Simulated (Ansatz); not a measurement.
# MgTe: the cost of one run

Method: DFT LDA, all-electron LAPW, scalar-relativistic unless said, in Ansatz 0.2.0.

## Step 1: Starting point

It takes space group P6_3mc (No. 186, hexagonal). Conventional cell: a = 4.509 Å, b = 4.509 Å, c = 7.337 Å, α = 90.00°, β = 90.00°, γ = 120.00°. Mg (site symmetry 3m) is surrounded by 4 Te at 2.76 Å. Around Te (site symmetry 3m) lie 4 Mg at 2.76 Å.

Structure file:

```
CELL_PARAMETERS angstrom
4.50927 0.00000 0.00000
-2.25464 3.90514 0.00000
0.00000 0.00000 7.33702
ATOMIC_POSITIONS crystal
Mg 0.33333 0.66667 0.00426
Mg 0.66667 0.33333 0.50426
Te 0.33333 0.66667 0.38074
Te 0.66667 0.33333 0.88074
```

Cartesian axes are those of the input's lattice vectors. The structure goes back to a database entry.

## Step 2: Reference run, fine mesh, LAPW

The input, input.yaml:

```yaml
crystal:
  lattice:
    - [4.50927183761, 0.0, 0.0]
    - [-2.25463591881, 3.90514396394, 0.0]
    - [0.0, 0.0, 7.33702301941]
  atoms:
    - { symbol: Mg, position: [0.333333333333, 0.666666666667, 0.004263826103] }
    - { symbol: Mg, position: [0.666666666667, 0.333333333333, 0.504263826103] }
    - { symbol: Te, position: [0.333333333333, 0.666666666667, 0.380736173897] }
    - { symbol: Te, position: [0.666666666667, 0.333333333333, 0.880736173897] }
kpoints:
  mp_grid: { grid: [6, 6, 4] }
scf:
  occupations: { method: fixed }
hamiltonian:
  xc: lda
  pseudopotentials: { kind: all_electron, lapw: { basis_error: 0.001 } }
output:
  forces: true
  stress: true
  eigenvalues: true
  eigenstates:
    nscf_kmesh: { grid: [8, 8, 6] }
    de_dk: true
    e_range: [-9, 12.4262040367]
  optics:
    e_range: [0, 30]
    de: 0.2
    sigma: 0.2
    bands: { spectra_wanted_up_to: 30 }
    nscf_kmesh: { grid: [8, 8, 6] }
checkpoint:
  write: ck
  write_wavefunctions: false
```

Run with:

```console
ansatz run input.yaml --threads 2 --pin off --max-ram 6144MiB --backend cpu --events-out ev --progress --plain --runs-dir out
```

What time and memory should one allow on 2 threads of Arm Neoverse V1, shared host?

About 2.5 min, with a peak of 0.65 GiB.
